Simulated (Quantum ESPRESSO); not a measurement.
Ga:

```xyz
1
Lattice="-1.3844 1.3844 2.3112 1.3844 -1.3844 2.3112 1.3844 1.3844 -2.3112" Properties=species:S:1:pos:R:3 pbc="T T T"
Ga    0.0000    0.0000    0.0000
```

This isn't the form of Ga at room conditions, which is orthorhombic.

```yaml
Program: Quantum ESPRESSO 7.5
Task: relaxation of cell and atoms
Functional: PBEsol
Dispersion: D3
Potentials_or_basis: GBRV 1.5 PBEsol
Cutoff: 762 eV
Density_cutoff: 6095 eV
k_mesh: 13 × 13 × 13
Occupations: fermi-dirac, width 0.05 eV
Spin: no spin polarisation
```

At the start: pressure -1.7 GPa; volume 17.72 Å³/atom.

Task: Where does the relaxation end?

Result: Over 9 steps the energy falls by 3.3 meV/atom and the volume is 17.19 Å³/atom (-3.0 %); space group I4/mmm (No. 139, to 0.05 Å).

Step by step:
```tsv
step	energy change (eV)	largest force (eV/Å)	pressure (GPa)	volume (Å³)
1	0.0000	0.0000	-1.73	17.72
2	-0.0013	0.0000	-1.34	17.57
3	-0.0024	0.0000	0.47	17.09
4	-0.0026	0.0000	0.03	17.20
5	-0.0027	0.0000	0.00	17.21
6	-0.0030	0.0000	-0.09	17.23
7	-0.0032	0.0000	-0.20	17.22
8	-0.0031	0.0000	0.16	17.16
9	-0.0033	0.0000	-0.05	17.19
```

Final structure:
```
CELL_PARAMETERS angstrom
2.97485 -0.04751 0.00000
0.44229 2.94218 0.00000
-1.70857 -1.44733 1.95909
ATOMIC_POSITIONS crystal
Ga 0.00000 0.00000 0.00000
```

Caveat: pairwise dispersion overbinds metals, which lowers pressure and volume.
